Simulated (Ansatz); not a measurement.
**As2Pt (Sperrylite): further runs on the relaxed cell**

One table from this session's results is given with a row withheld; the runs are named, their logs left out.

Program: Ansatz 0.2.0. Level of theory: DFT PBE, scalar-relativistic, plane waves, PAW. These are calculated values, not measurements.

1 further run of the same task is left out (set aside as unsound or not needed).

**The starting structure**

The structure is cubic, space group Pa-3 (No. 205). The conventional cell has a = 6.058 Å, b = 6.058 Å, c = 6.058 Å, α = 90.00°, β = 90.00°, γ = 90.00°. Around As (site symmetry 3) lie 1 As at 2.45 Å and 3 Pt at 2.53 Å. Around Pt (site symmetry -3) lie 6 As at 2.53 Å.

As a file:

```cif
data_structure
_symmetry_space_group_name_H-M 'Pa-3'
_symmetry_Int_Tables_number 205
_cell_length_a 6.0579
_cell_length_b 6.0579
_cell_length_c 6.0579
_cell_angle_alpha 90.000
_cell_angle_beta 90.000
_cell_angle_gamma 90.000
_cell_volume 222.32
loop_
_atom_site_label
_atom_site_type_symbol
_atom_site_symmetry_multiplicity
_atom_site_Wyckoff_symbol
_atom_site_fract_x
_atom_site_fract_y
_atom_site_fract_z
_atom_site_occupancy
As1 As 8 c 0.38346 0.38346 0.38346 1
Pt1 Pt 4 a 0.00000 0.00000 0.00000 1
```

This cell was relaxed beforehand with the same method: volume 18.53 Å³/atom, gap on the mesh 0.12 eV.

Set-up of the first run:

The input, input.yaml:

```yaml
crystal:
  lattice:
    - [6.0579236455, 0.0, 0.0]
    - [0.0, 6.0579236455, 0.0]
    - [0.0, 0.0, 6.0579236455]
  atoms:
    - { symbol: As, position: [0.3834645236, 0.3834645236, 0.3834645236] }
    - { symbol: As, position: [0.1165354764, 0.6165354764, 0.8834645236] }
    - { symbol: As, position: [0.8834645236, 0.1165354764, 0.6165354764] }
    - { symbol: As, position: [0.6165354764, 0.8834645236, 0.1165354764] }
    - { symbol: As, position: [0.6165354764, 0.6165354764, 0.6165354764] }
    - { symbol: As, position: [0.8834645236, 0.3834645236, 0.1165354764] }
    - { symbol: As, position: [0.1165354764, 0.8834645236, 0.3834645236] }
    - { symbol: As, position: [0.3834645236, 0.1165354764, 0.8834645236] }
    - { symbol: Pt, position: [0.0, 0.0, 0.0] }
    - { symbol: Pt, position: [0.5, 0.0, 0.5] }
    - { symbol: Pt, position: [0.5, 0.5, 0.0] }
    - { symbol: Pt, position: [0.0, 0.5, 0.5] }
basis:
  ecutwfc: 420
kpoints:
  mp_grid: { grid: [6, 6, 6] }
hamiltonian:
  xc: pbesol
scf:
  occupations: { method: gaussian, width: 0.02 }
output:
  forces: true
  stress: true
  eigenvalues: true
relax:
  adjacent_minimum: "off"
  f_tol: 0.005
  max_steps: 50
  cell: { stress_tol: 0.05 }
```

Command:

```sh
> ansatz run input.yaml --threads 4 --pin off --max-ram 10240MiB --backend cpu --events-out ev --progress --plain --runs-dir out
```

Steps of the session up to this table: Relaxing with PBEsol; The cell under PBE+D3(BJ); Relaxing with LDA.

One table of the session follows, with a row left open; its other results are not shown here.

It belongs to the step «Relaxed cells side by side». 

```
functional  a (Å)  b (Å)  c (Å)  volume (Å³/atom)  gap on the mesh (eV)
       PBE  6.058  6.058  6.058             18.53                  0.12
    PBEsol  5.981  5.981  5.981             17.83                  0.27
PBE+D3(BJ)      ?      ?      ?                 ?                     ?
       LDA  5.944  5.944  5.944             17.50                  0.30
```

**Question.** Estimate the row for PBE+D3(BJ).

As computed: a (Å): 5.991; b (Å): 5.991; c (Å): 5.991; volume (Å³/atom): 17.92; gap on the mesh (eV): 0.26. In the column «a (Å)» it lies between PBEsol (5.981) and PBE (6.058).
